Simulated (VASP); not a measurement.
# I (Fmmm) in VASP: further runs

The runs below take I through elastic constants, optical spectrum, with RPBE+D3(BJ), optB88-vdW.

All numbers are computed with VASP 6.6.1; they aren't measurements. Logs are shortened: lines on timing, memory, paths and dates and some standing lists are left out, and cuts for length are marked.

## 1. The crystal as given

Symmetry: Fmmm, No. 69, orthorhombic system. Conventional cell: a = 4.384 Å, b = 4.731 Å, c = 7.820 Å, α = 90.00°, β = 90.00°, γ = 90.00°. I (site symmetry mmm) has 4 I at 3.23 Å as nearest neighbours.

## 2. Elastic constants, RPBE+D3(BJ)

Input file POSCAR:

```
I
1.0
    0.0000000000      2.3656004428      3.9098401324
    2.1922454667      0.0000000000      3.9098401324
    2.1922454667      2.3656004428      0.0000000000
I
1
Direct
    0.0000000000      0.0000000000      0.0000000000
```

Input file INCAR.step1:

```
SYSTEM = I
PREC = Accurate ; ENCUT = 600
EDIFF = 1E-8 ; ISMEAR = 0
SIGMA = 0.1 ; LREAL = .FALSE.
LASPH = .TRUE. ; NELM = 60
ALGO = Fast ; ISIF = 3
LWAVE = .FALSE. ; LCHARG = .FALSE.
GGA = RP ; IVDW = 12
IBRION = 2 ; NSW = 40
EDIFFG = -0.002
```

Input file INCAR.step2:

```
SYSTEM = I
PREC = Accurate ; ENCUT = 600
EDIFF = 1E-8 ; ISMEAR = 0
SIGMA = 0.1 ; LREAL = .FALSE.
LASPH = .TRUE. ; NELM = 60
ALGO = Fast ; ISIF = 3
LWAVE = .FALSE. ; LCHARG = .FALSE.
GGA = RP ; IVDW = 12
IBRION = 6 ; NFREE = 2
POTIM = 0.015 ; NSW = 1
```

Input file KPOINTS:

```
regular mesh
0
G
  7 7 7
  0 0 0
```

Potentials or basis: VASP PAW PBE potentials, release 64 (I).

Started as:

```console
> cat potpaw_PBE.64/I/POTCAR > POTCAR
> cp INCAR.step1 INCAR
> mpirun -np 1 vasp_std > vasp.out
> cp CONTCAR POSCAR
> cp INCAR.step2 INCAR
> mpirun -np 1 vasp_std > vasp.out
```

OUTCAR:

```text
SYSTEM = I
   PREC = Accurate
   ENCUT = 600
   EDIFF = 1E-8
   ISMEAR = 0
   LREAL = .FALSE.
   LASPH = .TRUE.
   NELM = 60
   ISIF = 3
   GGA = RP
   IVDW = 12
   IBRION = 6
   NFREE = 2
   POTIM = 0.015
   NSW = 1
 IVDW          = 12

 ion  position               nearest neighbor table
   1  0.000  0.000  0.000-

  LATTYP: Found a face centered orthorhombic cell.
 ALAT       =     4.0718342595
 B/A-ratio  =     1.0823555082
 C/A-ratio  =     1.4442719617

  Lattice vectors:

 A1 = (  -0.0000000000,   2.2035861196,   2.9404180267)
 A2 = (   2.0359171297,  -0.0000000000,   2.9404180267)
 A3 = (   2.0359171297,   2.2035861196,   0.0000000000)

Analysis of symmetry for initial positions (statically):
=====================================================================
 Subroutine PRICEL returns:
 Original cell was already a primitive cell.

 Routine SETGRP: Setting up the symmetry group for a
 face centered orthorhombic supercell.

 Subroutine GETGRP returns: Found  8 space group operations
 (whereof  8 operations were pure point group operations)
 out of a pool of  8 trial point group operations.

The static configuration has the point symmetry D_2h.

Analysis of symmetry for dynamics (positions and initial velocities):
=====================================================================
 Subroutine PRICEL returns:
 Original cell was already a primitive cell.

 Routine SETGRP: Setting up the symmetry group for a
 face centered orthorhombic supercell.

 Subroutine GETGRP returns: Found  8 space group operations
 (whereof  8 operations were pure point group operations)
 out of a pool of  8 trial point group operations.

The dynamic configuration has the point symmetry D_2h.

 Subroutine INISYM returns: Found  8 space group operations
 (whereof  8 operations are pure point group operations),
 and found     1 'primitive' translations

----------------------------------------------------------------------------------------

                                     Primitive cell

  volume of cell :      26.3833

  direct lattice vectors                    reciprocal lattice vectors
    -0.000000000  2.203586120  2.940418027    -0.245589564  0.226902863  0.170043849
     2.035917130 -0.000000000  2.940418027     0.245589564 -0.226902863  0.170043849
     2.035917130  2.203586120  0.000000000     0.245589564  0.226902863 -0.170043849

  length of vectors
     3.674486353  3.576453094  3.000125055     0.375118720  0.375118720  0.375118720

  position of ions in fractional coordinates (direct lattice)
     0.000000000  0.000000000  0.000000000

  ion indices of the primitive-cell ions
   primitive index   ion index
                 1           1

----------------------------------------------------------------------------------------

 KPOINTS: regular mesh

Automatic generation of k-mesh.
 Grid dimensions read from file:
 generate k-points for:    7    7    7

 Generating k-lattice:

  Cartesian coordinates                     Fractional coordinates (reciprocal lattice)
    -0.035084223  0.032414695  0.024291978     0.142857143  0.000000000  0.000000000
     0.035084223 -0.032414695  0.024291978    -0.000000000  0.142857143 -0.000000000
     0.035084223  0.032414695 -0.024291978     0.000000000  0.000000000  0.142857143

  Length of vectors
     0.053588389  0.053588389  0.053588389

  Shift w.r.t. Gamma in fractional coordinates (k-lattice)
     0.000000000  0.000000000  0.000000000

 Subroutine IBZKPT returns following result:
[... 67 lines left out ...]
   IMIX   =      4    mixing-type and parameters
     AMIX     =   0.40;   BMIX     =  1.00
     AMIX_MAG =   1.60;   BMIX_MAG =  1.00
  volume/ion in A,a.u.               =      26.38       178.04
  Fermi-wavevector in a.u.,A,eV,Ry     =   1.051956  1.987910 15.056377  1.106612
  Thomas-Fermi vector in A             =   2.187020
   LORBIT       =      0    0 simple, 1 ext, 2 COOP (PROOUT), +10 PAW based schemes
   GGA     = RP    functional components
   LHFCALC =     F    Hartree Fock is set to
   AEXX    =    0.0000 exact exchange contribution
   IVDW    =    12    specifies the selected vdW correction
   LEPSILON=     F    determine dielectric tensor
   LRPA    =     F    only Hartree local field effects (RPA)
 finite differences with symmetry
 non-spin polarized calculation
 RMM-DIIS sequential band-by-band and
 Gauss-broadening in eV      SIGMA  =   0.10
  energy-cutoff  :      600.00
  volume of cell :       26.38
 maximum number of plane-waves:       898
 NGX is ok and might be reduce to    30
   NGX = 15   NGY = 15   NGZ = 11

--------------------------------------- Ionic step        1  -------------------------------------------

 number of electron       7.0000000 magnetization

 Free energy of the ion-electron system (eV)
  ---------------------------------------------------
  ext. energy  EPLUGINS =         0.00000000
  ---------------------------------------------------
  free energy    TOTEN  =        -0.35540908 eV

  energy without entropy =       -0.35275735  energy(sigma->0) =       -0.35408321

------------------------ aborting loop because EDIFF is reached ----------------------------------------

 Edisp (eV)   -2.07431

 E8    (eV) :    -1.3079
[... 102 lines left out ...]
  FREE ENERGIE OF THE ION-ELECTRON SYSTEM (eV)
  ---------------------------------------------------
  free  energy   TOTEN  =        -2.4272632925 eV

  energy  without entropy=       -2.4249845799  energy(sigma->0) =       -2.42612394

[... ionic steps 4 to 16 ...]

--------------------------------------- Ionic step       17  -------------------------------------------

 number of electron       7.0000000 magnetization

------------------------ aborting loop because EDIFF is reached ----------------------------------------
[... 73 lines left out ...]
--------------------------------------- Ionic step       19  -------------------------------------------

 number of electron       7.0000000 magnetization

 Free energy of the ion-electron system (eV)
  ---------------------------------------------------
  ext. energy  EPLUGINS =         0.00000000
  ---------------------------------------------------
  free energy    TOTEN  =        -0.35540921 eV

  energy without entropy =       -0.35275751  energy(sigma->0) =       -0.35408336

 E-fermi :   9.0239     XC(G=0): -10.3101

 val. band max:        8.8178181912   @ k =   0.1429  -0.0000   0.1429
 cond. band min:       9.0654058186   @ k =  -0.4286  -0.0000   0.1429
 fundamental gap:      0.2475876274
 Fermi energy:         9.0239462826

 k-point     1 :       0.0000    0.0000    0.0000
  band No.  band energies     occupation
      1      -7.1769      2.00000
      2       8.7081      1.99999
      3      10.6630      0.00000
      4      10.9858      0.00000
      5      15.8150      0.00000
      6      16.7651      0.00000
      7      19.1137      0.00000
[... 221 lines left out ...]
 k-point    24 :       0.2857    0.1429    0.1429
  band No.  band energies     occupation
      1      -6.3812      2.00000
      2       7.0154      2.00000
      3       8.4329      2.00000
      4       9.1420      0.09504
      5      16.6445      0.00000
      6      18.1097      0.00000
      7      19.1766      0.00000

 [... further k-points ...]

------------------------ aborting loop because EDIFF is reached ----------------------------------------

 Edisp (eV)   -2.07431

 E8    (eV) :    -1.3079
[... 24 lines left out ...]
  FREE ENERGIE OF THE ION-ELECTRON SYSTEM (eV)
  ---------------------------------------------------
  free  energy   TOTEN  =        -2.4297176908 eV

  energy  without entropy=       -2.4270659830  energy(sigma->0) =       -2.42839184

 INTERNAL STRAIN TENSORS FROM STRAINED CELLS
 ============================================

 INTERNAL STRAIN TENSOR FOR ION    1 for displacements in x,y,z  (eV/Angst):
          X           Y           Z          XY          YZ          ZX
  --------------------------------------------------------------------------------
  x     0.00000    -0.00000     0.00000     0.00000     0.00000    -0.00000
  y    -0.00000     0.00000     0.00000     0.00000     0.00000     0.00000
  z    -0.00000    -0.00000     0.00000     0.00000     0.00000     0.00000

 INTERNAL STRAIN TENSORS FROM DISPLACED ATOMS
 ============================================

 INTERNAL STRAIN TENSOR FOR ION    1 for displacements in x,y,z  (eV/Angst):
          X           Y           Z          XY          YZ          ZX
  --------------------------------------------------------------------------------
  x     0.00000     0.00000     0.00000     0.00000     0.00000     0.00000
  y     0.00000     0.00000     0.00000     0.00000     0.00000     0.00000
  z     0.00000     0.00000     0.00000     0.00000     0.00000     0.00000

 Eigenvectors and eigenvalues of the dynamical matrix
 ----------------------------------------------------

   1 f  =    0.000000 THz     0.000000 2PiTHz    0.000000 cm-1     0.000000 meV
             X         Y         Z           dx          dy          dz
      0.000000  0.000000  0.000000     0.000000    0.000000    1.000000

   2 f  =    0.000000 THz     0.000000 2PiTHz    0.000000 cm-1     0.000000 meV
             X         Y         Z           dx          dy          dz
      0.000000  0.000000  0.000000     1.000000    0.000000    0.000000

   3 f/i=    0.000000 THz     0.000000 2PiTHz    0.000000 cm-1     0.000000 meV
             X         Y         Z           dx          dy          dz
      0.000000  0.000000  0.000000     0.000000    1.000000    0.000000

--------------------------------------------------------------------------------------------------------

 ELASTIC MODULI CONTR FROM IONIC RELAXATION (kBar)
 Direction    XX          YY          ZZ          XY          YZ          ZX
 --------------------------------------------------------------------------------
 XX           0.0000      0.0000      0.0000      0.0000      0.0000      0.0000
 YY           0.0000      0.0000      0.0000      0.0000      0.0000      0.0000
 ZZ           0.0000      0.0000      0.0000      0.0000      0.0000      0.0000
 XY           0.0000      0.0000      0.0000      0.0000      0.0000      0.0000
 YZ           0.0000      0.0000      0.0000      0.0000      0.0000      0.0000
 ZX           0.0000      0.0000      0.0000      0.0000      0.0000      0.0000
 --------------------------------------------------------------------------------

 TOTAL ELASTIC MODULI (kBar)
 Direction    XX          YY          ZZ          XY          YZ          ZX
 --------------------------------------------------------------------------------
 XX        1270.9398   1099.3395     14.7343      0.0000     -0.0000      0.0000
 YY        1099.3395   1751.3499   -176.2947      0.0000     -0.0000      0.0000
 ZZ          14.7343   -176.2947    754.6726      0.0000     -0.0000      0.0000
 XY           0.0000      0.0000      0.0000    822.0155      0.0000     -0.0000
 YZ          -0.0000     -0.0000     -0.0000      0.0000    249.5082      0.0000
 ZX           0.0000      0.0000      0.0000     -0.0000      0.0000    529.3555
 --------------------------------------------------------------------------------
```

Run time: 14 min. Hardware: 1 thread of Intel Xeon Platinum 8259CL at 2.50GHz (Skylake/Cascade Lake), shared host; peak memory 0.24 GiB.

Results:

- Relaxed volume: 26.38 Å³/atom
- Relaxed cell: a = 3.674 Å, b = 3.576 Å, c = 3.000 Å, α = 67.28°, β = 63.87°, γ = 48.86°
- Space group after relaxing (to 0.05 Å): Fmmm (No. 69)
- Voigt bulk modulus: 63 GPa
- Dispersion energy per atom: -2.074 eV

The path:
```
step  energy change (eV)  largest force (eV/Å)  pressure (GPa)  volume (Å³)
   1              0.0000                0.0000           -5.46        40.55
   2             -0.0838                0.0000            3.62        32.93
   3             -0.1256                0.0000           -0.92        35.32
   4             -0.1595                0.0000           -1.01        33.76
   5             -0.2529                0.0000           -1.11        29.93
   6             -0.2220                0.0000            8.98        22.54
   7             -0.3044                0.0000           -0.48        27.35
   8             -0.3066                0.0000            1.16        25.59
   9             -0.3109                0.0000            0.30        26.34
  10             -0.3107                0.0000            0.13        26.51
  11             -0.3111                0.0000           -0.87        26.79
  12             -0.3115                0.0000           -0.46        26.67
  13             -0.3122                0.0000            0.10        26.39
  14             -0.3122                0.0000            0.04        26.42
  15             -0.3122                0.0000           -0.09        26.40
  16             -0.3122                0.0000           -0.03        26.41
  17             -0.3122                0.0000            0.02        26.38
  18             -0.3122                0.0000            0.01        26.38
  19             -0.3122                0.0000           -0.01        26.38
  20             -0.3122                0.0000            0.00        26.38
  21             -0.3122                0.0000            0.00        26.38
```

Final structure:
```cif
data_structure
_symmetry_space_group_name_H-M 'P 1'
_symmetry_Int_Tables_number 1
_cell_length_a 3.6745
_cell_length_b 3.5765
_cell_length_c 3.0001
_cell_angle_alpha 67.275
_cell_angle_beta 63.866
_cell_angle_gamma 48.859
_cell_volume 26.38
loop_
_atom_site_label
_atom_site_type_symbol
_atom_site_fract_x
_atom_site_fract_y
_atom_site_fract_z
_atom_site_occupancy
I1 I 0.00000 0.00000 0.00000 1
```

Elastic tensor in Voigt notation (GPa, in the Cartesian axes of the cell as first typed):
```
127 110   1   0   0   0
110 175 -18   0   0   0
  1 -18  75   0   0   0
  0   0   0  25   0   0
  0   0   0   0  53   0
  0   0   0   0   0  82
```

Clamped-ion elastic tensor (GPa):
```
127 110   1   0   0   0
110 175 -18   0   0   0
  1 -18  75   0   0   0
  0   0   0  25   0   0
  0   0   0   0  53   0
  0   0   0   0   0  82
```

Caveat: the volume moved by over 15 % at a fixed basis, so the end points are rough; the PAW data sets were made with another functional, which shifts forces and pressure a little. The run has no spin-orbit coupling, so splittings on I are missing.

(Part 1 of 2 ends here.)
